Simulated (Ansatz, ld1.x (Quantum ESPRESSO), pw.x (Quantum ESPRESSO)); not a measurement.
**La: does the TM potential hold in the solid?**

ld1.x (Quantum ESPRESSO) 7.5 input, shortened:

```
&input
   title='La', zed=57., rel=1, dft='PBESOL', iswitch=3,
   config='[Xe] 4f0 5d1 6s2 6p0'
 /
 &inputp
   pseudotype=2, tm=.true., lloc=0,
   nlcc=.true., rcore=1.22
 /
4
6P  2  1   0.00   0.00  4.20  4.20  0.0
5D  3  2   1.00   0.00  2.40  2.40  0.0
4F  4  3   0.00   0.00  1.60  1.60  0.0
6S  1  0   2.00   0.00  3.25  3.25  0.0
 &test
   configts(1)='4f0 5d1 6s2 6p0'
 /
```

Atomic tests: cutoffs needed: 10 Ry and 15 Ry (the cutoffs (Ry, on a coarse ladder) from which the occupation-weighted sum of valence levels, in a spherical-Bessel basis at the reference potential, stays within 10 and 1 mRy of its value at 400 Ry) The cutoffs count occupied waves only; the empty 4f level needs 120 Ry at the loose tolerance.; ghost test: no extra level below or beside the all-electron valence levels (p, d, f, s tested) (spherical-Bessel basis up to 400 Ry, 20 bohr box); configuration tests: 1 of 7 tests not solved or not reliable.

Crystal test: fcc La in pw.x 7.5, no spin, 11³ k-points, Fermi–Dirac smearing 0.01 Ry, cutoffs 50/200 Ry. The reference is all-electron LAPW (Ansatz 0.2.0) with the same functional, mesh and smearing; V0 and B0 come from Birch–Murnaghan fits to the pressures at five volumes. Errors are pseudo minus all-electron; Δ is the rms difference of the E(V) curves that follow from these fits, minima aligned, over ±6 % about the mean V0. Mesh and smearing are coarse, so the numbers serve the comparison and aren't converged zero-temperature values; the lattice is a test structure that the element need not adopt.

```
V (Å³/atom)  P all-electron (GPa)  P pseudo (GPa)
     31.994                  1.86            9.43
     32.836                  1.06            8.02
     33.678                  0.33            6.72
     34.520                 -0.34            5.54
     35.362                 -0.96            4.45
```

All-electron: a0 = 5.147 Å (V0 = 34.08 Å³/atom), B0 = 27.2 GPa.

Pseudopotential: mean pressure error (GPa): +6.44. The pressure does not cross zero within the volumes sampled, so no fit is given. The largest radius (4.20 bohr) exceeds half the bond length (3.42 bohr), so the spheres overlap, which is one possible source of error among others. This is a poor potential for the solid. Atomic configuration tests: 1 of 7 tests not solved or not reliable.

At the middle volume, how do free energy and pressure move when the wave cutoff is lowered (ecutrho kept at four times it)?

| cutoff (Ry) | shift of F (meV/atom) | shift of P (GPa) |
| --- | --- | --- |
| 22 | +20.3 | +0.34 |
| 30 | +8.6 | +0.46 |
| 40 | +6.2 | +0.11 |

Input at the middle volume:

```
&control
  calculation='scf', prefix='x', pseudo_dir='./', outdir='./tmp', tstress=.true., disk_io='low'
/
&system
  ibrav=0, nat=1, ntyp=1, ecutwfc=50, ecutrho=200, nbnd=8,
  occupations='smearing', smearing='fd', degauss=0.01
/
&electrons
  conv_thr=1e-09, mixing_beta=0.4, electron_maxstep=70
/
ATOMIC_SPECIES
La 1.0 La.UPF
CELL_PARAMETERS angstrom
  0.00000000 2.56313865 2.56313865
  2.56313865 0.00000000 2.56313865
  2.56313865 2.56313865 0.00000000
ATOMIC_POSITIONS crystal
La 0.0000 0.0000 0.0000
K_POINTS automatic
11 11 11 0 0 0
```

```bash
pw.x < La.scf.in > La.scf.out
```

Lines of the output:

```
Message from routine setup:
     using ibrav=0 with symmetry is DISCOURAGED, use correct ibrav instead
     lattice parameter (alat)  =       6.8499  a.u.
     unit-cell volume          =     227.2704 (a.u.)^3
     number of electrons       =         3.00
     number of Kohn-Sham states=            8
     kinetic-energy cutoff     =      50.0000  Ry
     charge density cutoff     =     200.0000  Ry
     scf convergence threshold =      1.0E-09
     Exchange-correlation= PBESOL
     number of k points=    56  Fermi-Dirac smearing, width (Ry)=  0.0100
     iteration #  1     ecut=    50.00 Ry     beta= 0.40
     total energy              =     -20.10111893 Ry
     estimated scf accuracy    <       0.00038217 Ry
     iteration #  2     ecut=    50.00 Ry     beta= 0.40
     total energy              =     -20.10115990 Ry
     estimated scf accuracy    <       0.00013692 Ry
     iteration #  3     ecut=    50.00 Ry     beta= 0.40
     total energy              =     -20.10116425 Ry
     estimated scf accuracy    <       0.00000108 Ry
     iteration #  4     ecut=    50.00 Ry     beta= 0.40
     total energy              =     -20.10116517 Ry
     estimated scf accuracy    <       0.00000002 Ry
     iteration #  5     ecut=    50.00 Ry     beta= 0.40
     total energy              =     -20.10116520 Ry
     estimated scf accuracy    <          8.0E-09 Ry
     iteration #  6     ecut=    50.00 Ry     beta= 0.40
     the Fermi energy is     5.7028 ev
!    total energy              =     -20.10116520 Ry
     estimated scf accuracy    <          5.3E-11 Ry
     smearing contrib. (-TS)   =      -0.00577508 Ry
     The total energy is F=E-TS. E is the sum of the following terms:
     one-electron contribution =       3.26183477 Ry
     hartree contribution      =       0.00195999 Ry
     xc contribution           =     -19.09959461 Ry
     ewald contribution        =      -4.25959027 Ry
     convergence has been achieved in   6 iterations
          total   stress  (Ry/bohr**3)                   (kbar)     P=       67.25
```

The run at the middle volume (56 k-points, 6 iterations) took about 4.3 s on one core of a shared host (AMD EPYC 9R45, 192 threads, 1484 GiB, load 104).
